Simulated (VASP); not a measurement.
A run of VASP 6.6.1 is set up as follows.

INCAR

```
  PREC = Accurate
  ENCUT = 520
  EDIFF = 1E-6
  ISMEAR = -1
  SIGMA = 0.05
  LREAL = Auto
  LASPH = T
  NELM = 60
  ALGO = Normal
  ISIF = 2
  LWAVE = F
  LCHARG = F
  GGA = PE
  NBANDS = 84
```

The input KPOINTS:

```
Automatic mesh
0
Gamma
  2 2 2
```

POSCAR

```
Al15Au8
1.0
    0.0000000000      6.0088633800      6.0088633800
    6.0088633800      0.0000000000      6.0088633800
    6.0088633800      6.0088633800      0.0000000000
Au Al
8 15
Direct
    0.0002116041      0.0009355347     -0.0014426189
    0.0001253981      0.0010561898      0.5005444973
    0.0045645072      0.4988926042     -0.0016248497
    0.0002235032      0.4989324620      0.5005660488
    0.4980597512      0.0054224897     -0.0014736564
    0.4983918439      0.0009503461      0.5005661320
    0.4981310625      0.4989207293     -0.0014536027
    0.4979889391      0.4990563623      0.5049423340
    0.1241218934      0.1249107281      0.1256233421
    0.1248539786      0.1254231378      0.6250470784
    0.3747440003      0.3755543032      0.8751336430
    0.1241592549      0.6260709825      0.1256418980
    0.3832204785      0.8670930208      0.3665362916
    0.1240248701      0.6261719167      0.6243860549
    0.3833562779      0.8669642111      0.8836846778
    0.6253272478      0.1249041545      0.1257467431
    0.8659689314      0.3842533694      0.3664062337
    0.6251942776      0.1250088332      0.6245292600
    0.8661326063      0.3840802085      0.8835978061
    0.3833239091      0.3840618190      0.3665503542
    0.8747404738      0.8754752217      0.3750471358
    0.6253378156      0.6261466208      0.6245553048
    0.8659050258      0.8668276628      0.8837812851
```

Potentials or basis: VASP PAW PBE potentials, release 64 (Au, Al).

Run with:

```console
$ cat potpaw_PBE.64/Au/POTCAR potpaw_PBE.64/Al/POTCAR > POTCAR
$ mpirun -np 1 vasp_std > vasp.out
```

(1) Predict the band gap on the k mesh.

(2) Estimate the pressure.

(3) Predict the largest force.

## Answers

(1) none (metal or under the smearing width).

(2) 1.5 GPa.

(3) 0.012 eV/Å.

Caveat: the k mesh is coarse (spacing up to 0.45 Å⁻¹), so the values aren't converged.
